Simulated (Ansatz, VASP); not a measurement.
**Two plane-wave programs on BN**

Contents of INCAR:

```
  ALGO = Normal
  EDIFF = 1E-7
  ENCUT = 520
  GGA = PE
  ISIF = 2
  ISMEAR = 0
  LASPH = T
  LCHARG = F
  LREAL = F
  LWAVE = F
  NBANDS = 11
  NELM = 100
  PREC = Accurate
  SIGMA = 0.01
```

Contents of KPOINTS:

```
k-points
0
Gamma
  8 8 8
```

POSCAR

```
BN
1.0
    0.0000000000      1.8048254497      1.8048254497
    1.8048254497      0.0000000000      1.8048254497
    1.8048254497      1.8048254497      0.0000000000
B N
1 1
Direct
    0.0000000000      0.0000000000      0.0000000000
    0.2500000000      0.2500000000      0.2500000000
```

Input for Ansatz:

```yaml
crystal:
  lattice:
    - [0.0, 1.8048254497, 1.8048254497]
    - [1.8048254497, 0.0, 1.8048254497]
    - [1.8048254497, 1.8048254497, 0.0]
  atoms:
    - { symbol: B, position: [0.0, 0.0, 0.0] }
    - { symbol: "N", position: [0.25, 0.25, 0.25] }
kpoints:
  mp_grid: { grid: [8, 8, 8] }
hamiltonian:
  xc: pbe
scf:
  occupations: { method: fixed }
output:
  optics:
    e_range: [0, 15]
    de: 0.1
    sigma: 0.03
    scissors: 1.0
    scheme: fermi_dirac
    bands: { spectra_wanted_up_to: 15 }
```

Alike in both runs: task single point; functional PBE; k mesh 8 × 8 × 8; no spin polarisation.

|  | VASP | Ansatz |
| --- | --- | --- |
| version | VASP 6.6.1 | Ansatz 0.2.0 |
| potentials or method | VASP PAW PBE potentials, release 64 (B, N) | plane waves, PAW |
| plane-wave cutoff (eV) | 520 | 420 |
| occupations | gaussian, width 0.01 eV | fixed |
| valence electrons in the cell | 8 | 8 |

Ansatz gave:

* gap on the k mesh at the Fermi level (eV): 4.48

Question: Which values does VASP return?

Answer: gap on the k mesh at the Fermi level (eV): 4.46.

A k mesh can miss the band edges.
